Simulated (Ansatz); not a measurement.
# Cr: the cost of one run

Program: Ansatz 0.2.0. Level of theory: DFT PBEsol, scalar-relativistic, plane waves, PAW. These are calculated values, not measurements.

2 further runs of the same task are left out: 2 set aside as unsound or not needed.

### 1 The system as given

It takes space group Im-3m (No. 229, cubic). Conventional cell: a = 2.814 Å, b = 2.814 Å, c = 2.814 Å, α = 90.00°, β = 90.00°, γ = 90.00°. Around Cr (site symmetry m-3m) lie 8 Cr at 2.44 Å.

As a file:

```
CELL_PARAMETERS angstrom
-1.40709 1.40709 1.40709
1.40709 -1.40709 1.40709
1.40709 1.40709 -1.40709
ATOMIC_POSITIONS crystal
Cr 0.00000 0.00000 0.00000
```

It is the result of an earlier relaxation at this level (volume 11.14 Å³/atom; gap on the mesh: none (metal)).

### 2 -1 GPa

File input.yaml:

```yaml
crystal:
  lattice:
    - [-1.4116724776, 1.4116724776, 1.4116724776]
    - [1.4116724776, -1.4116724776, 1.4116724776]
    - [1.4116724776, 1.4116724776, -1.4116724776]
  atoms:
    - { symbol: Cr, position: [0.0, 0.0, 0.0] }
basis:
  ecutwfc: 420
kpoints:
  mp_grid: { grid: [20, 20, 20] }
hamiltonian:
  xc: pbesol
scf:
  occupations: { method: gaussian, width: 0.1 }
output:
  forces: true
  stress: true
  eigenvalues: true
relax:
  adjacent_minimum: "off"
  f_tol: 0.008
  max_steps: 50
  cell: { stress_tol: 0.08, p_target: -1.0 }
```

Run with:

```console
ansatz run input.yaml --threads 1 --pin off --max-ram 2560MiB --backend cpu --events-out ev --progress --plain --runs-dir out
```

What time and memory should one allow on 1 thread of Arm Neoverse V1, shared host?

About 11 s, with a peak of 0.3 GiB.
